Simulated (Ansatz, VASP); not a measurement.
**Cross-check of KBr between VASP and Ansatz**

One calculation is typed for both programs; each brings its own data sets and cutoff. How far apart do they land? The cell is taken from a series of VASP runs on this material, whose earlier steps may have relaxed, scaled or displaced it; both programs get it as it stands. Other levels of theory on this material are compared in a session of their own.

Calculated with Ansatz 0.2.0; plane waves, with VASP 6.6.1 beside it; band structure at r2SCAN, band structure at LDA, spin-orbit coupling and band structure at r2SCAN, spin-orbit coupling.

## Step 1: Set-up

Symmetry: Fm-3m, No. 225, cubic system. The conventional cell has a = 6.585 Å, b = 6.585 Å, c = 6.585 Å, α = 90.00°, β = 90.00°, γ = 90.00°. Nearest to Br lie 6 K at 3.29 Å. Nearest to K lie 6 Br at 3.29 Å. Farther neighbours and most contacts between anions are not listed.

## Step 2: Ansatz: band structure, r2SCAN

Ansatz runs on its default PAW (the set named soft_2) files.

The same path points are solved in both programs, so levels can be compared one by one.

Input file input.yaml:

```yaml
crystal:
  lattice:
    - [0.0, 3.29235, 3.29235]
    - [3.29235, 0.0, 3.29235]
    - [3.29235, 3.29235, 0.0]
  atoms:
    - { symbol: Br, position: [0.5, 0.5, 0.5] }
    - { symbol: K, position: [0.0, 0.0, 0.0] }
hamiltonian:
  xc: r2scan
  pseudopotentials: { kind: paw }
kpoints:
  mp_grid: { grid: [6, 6, 6] }
  band_path:
    path:
      - [0.0, 0.0, 0.0]
      - [0.16667, 0.0, 0.16667]
      - [0.33333, 0.0, 0.33333]
      - [0.5, 0.0, 0.5]
      - [0.5, 0.08333, 0.58333]
      - [0.5, 0.19444, 0.69444]
      - [0.5, 0.25, 0.75]
      - [0.45833, 0.29167, 0.75]
      - [0.40278, 0.34722, 0.75]
      - [0.375, 0.375, 0.75]
      - [0.20833, 0.20833, 0.41667]
      - [0.08333, 0.08333, 0.16667]
      - [0.0, 0.0, 0.0]
      - [0.22222, 0.22222, 0.22222]
      - [0.38889, 0.38889, 0.38889]
      - [0.51389, 0.47222, 0.51389]
      - [0.55556, 0.38889, 0.55556]
      - [0.61111, 0.27778, 0.61111]
      - [0.61111, 0.25, 0.63889]
      - [0.56944, 0.25, 0.68056]
      - [0.51389, 0.25, 0.73611]
      - [0.5, 0.27778, 0.72222]
      - [0.5, 0.38889, 0.61111]
      - [0.5, 0.47222, 0.52778]
      - [0.48611, 0.48611, 0.52778]
      - [0.43056, 0.43056, 0.63889]
      - [0.38889, 0.38889, 0.72222]
      - [0.59722, 0.19444, 0.59722]
      - [0.55556, 0.11111, 0.55556]
      - [0.5, 0.0, 0.5]
    npoints: 1
scf:
  occupations: { method: gaussian, width: 0.03 }
  n_extra_bands: 7
output:
  forces: true
  stress: true
  eigenvalues: true
  write_density: true
  write_potential: true
  elf: true
  volumetric_format: npy
```

Launch:

```sh
$ ansatz run input.yaml --threads 2 --pin off --max-ram 4608MiB --backend cpu --events-out ev --progress --plain --runs-dir out
```

Numbers of over 12 decimals in the logs are rounded to 6 here.

The log of the run:

```text
scf.n_extra_bands = 7 over 8 filled bands (N_el = 16.0): the run solves 15 bands
Engine: ansatz 0.2.0, aarch64-unknown-linux-gnu
Pseudopotentials: kind: paw
Pseudopotential: Br, paw, valence charge 7, recommended cutoff 500 eV (meta_gga), Br.paw.azcp
Pseudopotential: K, paw, valence charge 9, recommended cutoff 500 eV (meta_gga), K.paw.azcp
Functional definition: r2SCAN
  parameter k0 = 0.174
  parameter k1 = 0.065
  parameter a1 = 4.9479
  exchange = r2scan_x(k0 = k0, k1 = k1, a1 = a1)
  correlation = r2scan_c
Crystal: 2 atoms, lattice volume = 71.375 Å³
Basis set: ecut = 500 eV, 1837 PW (Γ), exchange–correlation on 144×144×144 points (64 copies of the dense FFT grid, shifted against one another)
Bands: 15, of which v1, the nominal top of the filled ones, is band 8 counted from 1 (7 counted from 0)
Symmetry: 48 space group operations
Space group: Fm-3m (ITA 225), of the structure as read, at distance tolerance 4.1e-5 Å
k-points: 16 of 216
Non-local potential: Br, projectors of the file, l = 0: 2, l = 1: 2, l = 2: 2
Non-local potential: K, projectors of the file, l = 0: 3, l = 1: 2, l = 2: 2
PAW form: soft (Blöchl's): semilocal exchange-correlation on the pseudo side does not see the compensation charge
PAW frozen core: Br, regenerated for the run's functional (the file was generated under x = pbe(κ = 0.804, μ = 0.219515), c = pbe(β = 0.066725))
PAW frozen core: K, regenerated for the run's functional (the file was generated under x = pbe(κ = 0.804, μ = 0.219515), c = pbe(β = 0.066725))
PAW one-centre angular grid: Br, 302 points (default); XC on 160 Gauss nodes
PAW one-centre angular grid: K, 302 points (default); XC on 160 Gauss nodes
Initial density: superposition of atomic densities (neutral atoms: chi_scale 0, normalization atom), corrected by the library's trained network
Initial wavefunctions: pseudopotential atomic-orbital guess
Functional: x = r2scan, c = r2scan; τ floored in thin density (d = 2e-4 eV/Å³)
SCF iter   1: F=—  HF=-4339.298909 eV  |F-HF|=—  |Δ(HF+E_count)|=         —  Δρ=2.47e-3  dr2=3.30e-3  dr2_τ=2.38e-3  ethr=1.77e-3  ⟨swp⟩=7.1  Hψ=1610  notcnv=0  defer=2
preconditioner: auto → none  [insulator: Δε(μ)=5.180 eV  Ē_g=16.763 eV  σ=0.030 eV  W_gap=1.00  n_scr=14 (ndim 8)  ℏωp=16.4 eV  f_vac=0.061  D(μ)=0.00/eV (n_scr^D=0)  ε∞_Penn≈2.0]
SCF iter   2: F=—  HF=-4339.312723 eV  |F-HF|=—  |Δ(HF+E_count)|=   1.38e-2  Δρ=1.06e-3  dr2=3.00e-4  dr2_τ=5.51e-5  ethr=2.06e-5  ⟨swp⟩=3.0  Hψ=621  notcnv=0  defer=23
SCF iter   3: F=—  HF=-4339.312809 eV  |F-HF|=—  |Δ(HF+E_count)|=   8.59e-5  Δρ=3.80e-4  dr2=3.75e-5  dr2_τ=5.18e-6  ethr=1.88e-6  ⟨swp⟩=2.3  Hψ=367  notcnv=0  defer=23
SCF iter   4: F=—  HF=-4339.312832 eV  |F-HF|=—  |Δ(HF+E_count)|=   2.33e-5  Δρ=7.07e-5  dr2=1.27e-6  dr2_τ=5.19e-7  ethr=2.35e-7  ⟨swp⟩=2.0  Hψ=327  notcnv=0  defer=23
iter 5 did not close the SCF: its close was put off for the readings that it lacked (scf_convergence_deferred on its scf_iter line)
SCF iter   5: F=-4339.312834 eV  HF=-4339.312834 eV  |F-HF|=2.19e-8  |Δ(HF+E_count)|=   1.63e-6  Δρ=5.96e-6  dr2=1.16e-8  dr2_τ=3.70e-9  ethr=7.95e-9  ⟨swp⟩=2.0  Hψ=331  notcnv=0  defer=23
SCF iter   6: F=-4339.312834 eV  HF=-4339.312834 eV  |F-HF|=2.67e-10  |Δ(HF+E_count)|=   2.59e-8  Δρ=7.47e-7  dr2=3.74e-10  dr2_τ=4.37e-11  ethr=7.25e-11  ⟨swp⟩=11.1  Hψ=1587  notcnv=0
SCF 1 converged in 6 iterations: F = -4339.312834 eV  dr2 = 3.74e-10
  greatest PAW one-centre occupation: 0.989 electrons in one spin orbital (limit 2), on the K atom at site 1 (counted from 0), in its partial waves of l = 0
NSCF: frozen V_eff on 30 k-points
SCF converged after 6 iterations
Free energy (F): -4339.312834 eV
Harris-Foulkes:  -4339.312834 eV  (|F-HF|=2.67e-10)
Internal energy: -4339.312834 eV  (E = F + TS)
E sigma→0 (E₀):  -4339.312834 eV
Fermi energy:    3.260361 eV
--- Per-component energies (eV) ---
  E_band       = -143.642215
  E_kinetic    = 388.996911
  E_local      = -835.469424  (includes V_loc(G=0)·N_el)
  E_nonlocal   = 82.416959
  E_hartree    = 270.686982
  E_xc         = -385.759145
  E_vxc        = -302.388607  (∫ρ·V_xc dr)
  E_paw        = -3057.986068  (= ΣΔE_a)
  E_vpaw       = -35.699759  (= ΣTr[D̂ρ^β])
  E_aug_tail   = -0.000002  (compensation charges beyond the density's cutoff)
  E_vtau       = 17.128060  (kinetic-family band-sum trace: ∫τ·v_τ [+ j·A + Jᵃ·Aᵃ] dr)
  E_ewald      = -801.844668
  E_core_change = -0.354379  (= ΣΔE_core)
  E_smearing   = -0.000000  (= −TS)
  E_closure    = -0.000000  (closes the sum)
  Σ components = -4339.312834   (vs F -4339.312834, Δ=0.00e0)
--- Forces (eV/Å), atoms counted from 1 ---
  atom   1  Br     0.00000000    -0.00000000    -0.00000000
  atom   2  K     -0.00000000     0.00000000    -0.00000000
  max |Σ_I F_I| component: 2.28e-29 eV/Å
--- Stress (GPa, compression-positive) ---
        0.181263      -0.000000       0.000000
       -0.000000       0.181263       0.000000
        0.000000       0.000000       0.181263
  P = ⅓ Tr σ = 0.1813 GPa (1.813 kbar)
--- Band table (eV; the first three rows and the last of 16) ---
  k-point 0: bands = [... 4 lower, -10.7912, 0.7117, 0.7117, 0.7117, 5.8088, 8.9474, 8.9474, 8.9474, ... 3 higher]
  k-point 1: bands = [... 4 lower, -10.7250, 0.3530, 0.6228, 0.6228, 6.4641, 8.7671, 9.2877, 9.2877, ... 3 higher]
  k-point 2: bands = [... 4 lower, -10.6031, -0.2247, 0.4552, 0.4552, 7.5266, 9.0493, 10.1992, 10.1992, ... 3 higher]
  k-point 15: bands = [... 4 lower, -10.7290, -0.0085, 0.2346, 0.2564, 7.8238, 9.5052, 9.6078, 10.8335, ... 3 higher]
```

Elapsed: 5.2 s, on 2 threads of Arm Neoverse N1, shared host; peak memory 0.49 GiB; 9.6 s of CPU time.

## Step 3: VASP: band structure, r2SCAN

The same cell, functional, mesh and smearing now go to VASP, with its own data sets and cutoff.

Lines of VASP's logs that name or quote its potential files are left out, and so is its time.

Input file INCAR:

```
SYSTEM = KBr
PREC = Accurate
ENCUT = 350
EDIFF = 1E-06
NELM = 100
ISMEAR = 0
SIGMA = 0.03
LREAL = .FALSE.
ALGO = Normal
METAGGA = R2SCAN
LASPH = .TRUE.
NBANDS = 20
LORBIT = 11
LWAVE = .FALSE.
LCHARG = .FALSE.
KPAR = 4
```

Input file POSCAR:

```
KBr
1.0
    0.0000000000      3.2923500000      3.2923500000
    3.2923500000      0.0000000000      3.2923500000
    3.2923500000      3.2923500000      0.0000000000
Br K
1 1
Direct
    0.5000000000      0.5000000000      0.5000000000
    0.0000000000      0.0000000000      0.0000000000
```

Input file KPOINTS:

```
Automatic mesh
0
Gamma
6 6 6
0 0 0
```

Input file KPOINTS_OPT:

```
Line mode
10
Line-mode
Reciprocal
  0.00000000   0.00000000   0.00000000 GAMMA
  0.50000000   0.00000000   0.50000000 X

  0.50000000   0.00000000   0.50000000 X
  0.50000000   0.25000000   0.75000000 W

  0.50000000   0.25000000   0.75000000 W
  0.37500000   0.37500000   0.75000000 K

  0.37500000   0.37500000   0.75000000 K
  0.00000000   0.00000000   0.00000000 GAMMA

  0.00000000   0.00000000   0.00000000 GAMMA
  0.50000000   0.50000000   0.50000000 L

  0.50000000   0.50000000   0.50000000 L
  0.62500000   0.25000000   0.62500000 U

  0.62500000   0.25000000   0.62500000 U
  0.50000000   0.25000000   0.75000000 W

  0.50000000   0.25000000   0.75000000 W
  0.50000000   0.50000000   0.50000000 L

  0.50000000   0.50000000   0.50000000 L
  0.37500000   0.37500000   0.75000000 K

  0.62500000   0.25000000   0.62500000 U
  0.50000000   0.00000000   0.50000000 X
```

PAW data sets: Br and K_sv (PBE family, release 64).

Launch:

```sh
$ mpirun -np 4 vasp_std
```

The log of the run:

```text
[banner, memory and clock lines left out]
running    4 mpi-ranks, on    1 nodes
 distrk:  each k-point on    1 cores,    4 groups
 distr:  one band on    1 cores,    1 groups

 POSCAR found type information on POSCAR BrK
 POSCAR found :  2 types and       2 ions
|                                                                             |
|               ----> ADVICE to this user running VASP <----                  |
|                                                                             |
|     You enforced a specific xc type in the INCAR file but a different       |
|     [... a line on the potential file left out ...]
|     I HOPE YOU KNOW WHAT YOU ARE DOING!                                     |
|                                                                             |

 LDA part: xc-table for (None), standard interpolation
 POSCAR, INCAR and KPOINTS ok, starting setup
 FFT: planning ... GRIDC
 FFT: planning ... GRID_SOFT
 FFT: planning ... GRID
 WAVECAR not read
 entering main loop
       N       E                     dE             d eps       ncg     rms          rms(c)
DAV:   1     0.574485142124E+02    0.57449E+02   -0.53874E+03   640   0.533E+02
DAV:   2    -0.226137283106E+02   -0.80062E+02   -0.75339E+02   844   0.167E+02
DAV:   3    -0.268469545615E+02   -0.42332E+01   -0.42101E+01   876   0.320E+01
DAV:   4    -0.270125307639E+02   -0.16558E+00   -0.16544E+00   984   0.543E+00
DAV:   5    -0.270140245232E+02   -0.14938E-02   -0.14937E-02   840   0.573E-01    0.293E+00
DAV:   6    -0.232550129981E+02    0.37590E+01   -0.90756E-01  1040   0.631E+00    0.173E+00
DAV:   7    -0.232279584018E+02    0.27055E-01   -0.11300E-01   820   0.178E+00    0.847E-01
DAV:   8    -0.232382907821E+02   -0.10332E-01   -0.85297E-03   732   0.522E-01    0.450E-01
DAV:   9    -0.232444030575E+02   -0.61123E-02   -0.43855E-03   712   0.447E-01    0.128E-01
DAV:  10    -0.232443690449E+02    0.34013E-04   -0.52602E-05   828   0.447E-02    0.647E-02
DAV:  11    -0.232445092430E+02   -0.14020E-03   -0.11486E-04   724   0.657E-02    0.600E-03
DAV:  12    -0.232445093202E+02   -0.77229E-07   -0.80336E-07   816   0.531E-03
   1 F= -.23244509E+02 E0= -.23244509E+02  d E =-.110744E-12
 Start KPOINTS_OPT (optional k-point list driver)
k-point batch [1-16\100]
       N       E                     dE             ncg
DAV:   1    -0.164990787247E+04   -0.62636E+04      640
DAV:   2    -0.295136547193E+04   -0.13015E+04      792
DAV:   3    -0.301818203339E+04   -0.66817E+02      836
DAV:   4    -0.302097646489E+04   -0.27944E+01      976
DAV:   5    -0.302099482256E+04   -0.18358E-01      804
DAV:   6    -0.302099528637E+04   -0.46382E-03      944
DAV:   7    -0.302099528862E+04   -0.22489E-05      804
DAV:   8    -0.302099528865E+04   -0.23593E-07      572
[...]
k-point batch [97-100\100]
       N       E                     dE             ncg
DAV:   1     0.418079651112E+04   -0.20846E+04      160
DAV:   2     0.385040056248E+04   -0.33040E+03      212
DAV:   3     0.383469818970E+04   -0.15702E+02      200
DAV:   4     0.383423454422E+04   -0.46365E+00      244
DAV:   5     0.383423095678E+04   -0.35874E-02      188
DAV:   6     0.383423087573E+04   -0.81049E-04      232
DAV:   7     0.383423087541E+04   -0.32736E-06      172
```

From OUTCAR (step 3):

```text
ion  position               nearest neighbor table
   1  0.500  0.500  0.500-   2 3.29   2 3.29   2 3.29   2 3.29   2 3.29   2 3.29
   2  0.000  0.000  0.000-   1 3.29   1 3.29   1 3.29   1 3.29   1 3.29   1 3.29

  LATTYP: Found a face centered cubic cell.
 ALAT       =     6.5847000000

 Subroutine GETGRP returns: Found 48 space group operations
 (whereof 48 operations were pure point group operations)

The static configuration has the point symmetry O_h .

 Found     16 irreducible k-points:

   k-points           NKPTS =     16   k-points in BZ     NKDIM =     16   number of bands    NBANDS=     20

   dimension x,y,z NGX =    28 NGY =   28 NGZ =   28
   dimension x,y,z NGXF=    56 NGYF=   56 NGZF=   56

   ENCUT  =  350.0 eV  25.72 Ry    5.07 a.u.   7.10  7.10  7.10*2*pi/ulx,y,z

   NELECT =      16.0000    total number of electrons

 k-points in reciprocal lattice and weights: Automatic mesh
   0.00000000  0.00000000  0.00000000       0.005
   0.16666667  0.00000000  0.00000000       0.037
   0.33333333  0.00000000  0.00000000       0.037
   0.50000000  0.00000000  0.00000000       0.019
   0.16666667  0.16666667  0.00000000       0.028
   0.33333333  0.16666667  0.00000000       0.111
   0.50000000  0.16666667  0.00000000       0.111
  -0.33333333  0.16666667  0.00000000       0.111
  -0.16666667  0.16666667  0.00000000       0.056
[...]
-0.33333333  0.33333333  0.16666667       0.111
  -0.33333333  0.50000000  0.16666667       0.056

 average (electrostatic) potential at core
       1 -69.6495       2 -40.3924

 E-fermi :  -1.9809

 k-point     1 :       0.0000    0.0000    0.0000
  band No.  band energies     occupation
    ...
      4     -13.6950      2.00000
      5     -13.6950      2.00000
      6      -2.1199      2.00000
      7      -2.1199      2.00000
      8      -2.1199      2.00000
      9       2.9785      0.00000
     10       6.1151      0.00000
     11       6.1151      0.00000
     12       6.1151      0.00000
     13       7.1015      0.00000
    ...

 k-point     2 :       0.1667    0.0000    0.0000
  band No.  band energies     occupation
    ...
      4     -13.6961      2.00000
      5     -13.6264      2.00000
      6      -2.4780      2.00000
      7      -2.2084      2.00000
      8      -2.2084      2.00000
      9       3.6335      0.00000
     10       5.9356      0.00000
     11       6.4566      0.00000
     12       6.4567      0.00000
     13       7.4747      0.00000
    ...

 k-point     3 :       0.3333    0.0000    0.0000
  band No.  band energies     occupation
    ...
      4     -13.6985      2.00000
      5     -13.5017      2.00000
      6      -3.0549      2.00000
      7      -2.3751      2.00000
      8      -2.3751      2.00000
      9       4.6973      0.00000
     10       6.2171      0.00000
     11       7.3742      0.00000
     12       7.3742      0.00000
     13       8.4119      0.00000
    ...

  Total        0.0504321      0.0504321      0.0504321      0.0000000     -0.0000000     -0.0000000
  in kB        1.1320613      1.1320613      1.1320613      0.0000000     -0.0000000     -0.0000000
  external PRESSURE =       1.1320613 kB  Pullay stress =       0.0000000 kB

  energy-cutoff  :      350.00
  volume of cell :       71.38
      direct lattice vectors                 reciprocal lattice vectors
     0.000000000  3.292350000  3.292350000    -0.151867207  0.151867207  0.151867207
     3.292350000  0.000000000  3.292350000     0.151867207 -0.151867207  0.151867207
     3.292350000  3.292350000  0.000000000     0.151867207  0.151867207 -0.151867207

 POSITION                                       TOTAL-FORCE (eV/Angst)
 -----------------------------------------------------------------------------------
      3.29235      3.29235      3.29235         0.000000     -0.000000      0.000000
      0.00000      0.00000      0.00000        -0.000000      0.000000     -0.000000
 -----------------------------------------------------------------------------------
    total drift:                                0.000000      0.000000      0.000000

  FREE ENERGIE OF THE ION-ELECTRON SYSTEM (eV)
  ---------------------------------------------------
  free  energy   TOTEN  =       -23.2445093202 eV

  energy  without entropy=      -23.2445093202  energy(sigma->0) =      -23.24450932

 total charge
# of ion       s       p       d       tot
------------------------------------------
    1        1.593   3.337   0.001   4.931
    2        1.958   5.676   0.022   7.656
--------------------------------------------------
tot          3.551   9.013   0.023  12.587

[... 3 further parts left out ...]
```

The run ends at a pressure of 0.11 GPa.

## Step 4: Differences

Known differences besides the potentials themselves: VASP keeps PBE cores, Ansatz makes them for the functional; the cutoff is 500 eV in Ansatz and 350 eV in VASP. Total energies have different zeros and are not compared.

Both answers:

```tsv
quantity	Ansatz	VASP	difference
pressure (GPa)	0.18	0.11	+0.07
gap over the path points (eV)	5.097	5.099	-0.002
```

Levels at points of the path, from each program's valence-band top (eV; 3 filled, then empty):

```tsv
k (reciprocal lattice)	Ansatz	VASP
0.000 0.000 0.000	0.00 0.00 0.00 5.10 8.24 8.24	0.00 0.00 0.00 5.10 8.23 8.23
0.167 0.000 0.167	-0.45 -0.09 -0.09 5.90 7.54 8.95	-0.45 -0.09 -0.09 5.91 7.54 8.95
0.333 0.000 0.333	-0.83 -0.23 -0.23 6.67 7.30 9.91	-0.83 -0.23 -0.23 6.67 7.30 9.92
0.500 0.000 0.500	-0.83 -0.29 -0.29 6.35 8.05 10.17	-0.83 -0.29 -0.29 6.35 8.06 10.18
0.500 0.083 0.583	-0.80 -0.35 -0.34 6.55 8.28 9.76	-0.80 -0.35 -0.34 6.55 8.28 9.77
0.500 0.194 0.694	-0.68 -0.51 -0.50 7.37 8.57 8.96	-0.69 -0.51 -0.50 7.37 8.58 8.97
0.500 0.250 0.750	-0.60 -0.60 -0.54 7.94 7.94 9.15	-0.60 -0.60 -0.54 7.94 7.94 9.16
0.458 0.292 0.750	-0.66 -0.61 -0.46 7.51 8.42 9.10	-0.66 -0.61 -0.46 7.52 8.42 9.11
0.403 0.347 0.750	-0.70 -0.64 -0.35 7.16 8.97 9.04	-0.70 -0.64 -0.35 7.16 8.97 9.05
0.375 0.375 0.750	-0.71 -0.64 -0.34 7.11 9.03 9.07	-0.71 -0.64 -0.33 7.11 9.04 9.07
```

Among the levels compared at these points, filled levels agree within 2 meV and empty ones within 20 meV. Ansatz's pressure holds a Pulay correction of 0.02 GPa; VASP's holds none.

(Continued in part 2 of 2.)

[Lines on the potential files, build, host, timing and source positions are cut from VASP's logs without a mark.]

[Logs are printed without paths, hosts, clocks, repeated set-up lines and the standing remarks that a program may print on its own settings, such as how far it seeks lower states.]

[Hosts, paths, dates, database ids (printed as entryN), source tags and the programs' standing remarks are cut or masked in the printed files.]
